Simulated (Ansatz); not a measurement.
# Sn: the order of phases at one pressure

Aim: bring Sn in several structures (bcc, hcp, dhcp, diamond, beta tin) to one pressure and rank them by enthalpy. The pressure is set by scaling the first phase. Methods of the runs shown: PAW.

Program: Ansatz 0.2.0. Level of theory: DFT, PBE, PAW with Ansatz's default frozen-core files, scalar-relativistic. These are calculated values, not measurements.

## (1) The structure to begin with

The structure is cubic, space group Im-3m (No. 229). The conventional cell has a = 3.826 Å, b = 3.826 Å, c = 3.826 Å, α = 90.00°, β = 90.00°, γ = 90.00°. Around Sn (site symmetry m-3m) lie 8 Sn at 3.31 Å.

Coordinates:

```
Sn
1.0
    -1.91293    1.91293    1.91293
     1.91293   -1.91293    1.91293
     1.91293    1.91293   -1.91293
Sn
1
Direct
  0.00000 0.00000 0.00000
```

## (2) Cell relaxed at zero pressure, PAW

Input file input.yaml:

```yaml
crystal:
  lattice:
    - [-1.9129311828, 1.9129311828, 1.9129311828]
    - [1.9129311828, -1.9129311828, 1.9129311828]
    - [1.9129311828, 1.9129311828, -1.9129311828]
  atoms:
    - { symbol: Sn, position: [0.0, 0.0, 0.0] }
kpoints:
  mp_grid: { grid: [18, 18, 18] }
scf:
  occupations: { method: fermi_dirac, width: 0.08 }
hamiltonian:
  xc: pbe
  pseudopotentials: { kind: paw }
output:
  forces: true
  stress: true
relax:
  f_tol: 0.005
  max_steps: 40
  cell: {}
```

Command:

```console
> ansatz run input.yaml --threads 1 --pin off --max-ram 3584MiB --backend cpu --events-out ev --progress --plain --runs-dir out
```

After this run come: Volume scaled by 0.494, to set the pressure, PAW; Bcc relaxed under pressure, PAW; Hcp relaxed under pressure, PAW; Dhcp relaxed under pressure, PAW; Diamond relaxed under pressure, PAW; Beta tin relaxed under pressure, PAW.

**Question.** What will these runs give? Wanted: pressure; lowest.

**Answer**, as computed:

| quantity | value |
| --- | --- |
| pressure | 180 GPa |
| lowest (PAW) | hcp, 3.3 meV/atom under bcc |

By PAW the order is hcp < bcc < dhcp < beta tin < diamond. Only these structures were tried, with electrons smeared by 0.08 eV and without vibrations, so the true ground state may be another. The k meshes differ between phases and weren't tested, which can move differences by some meV.
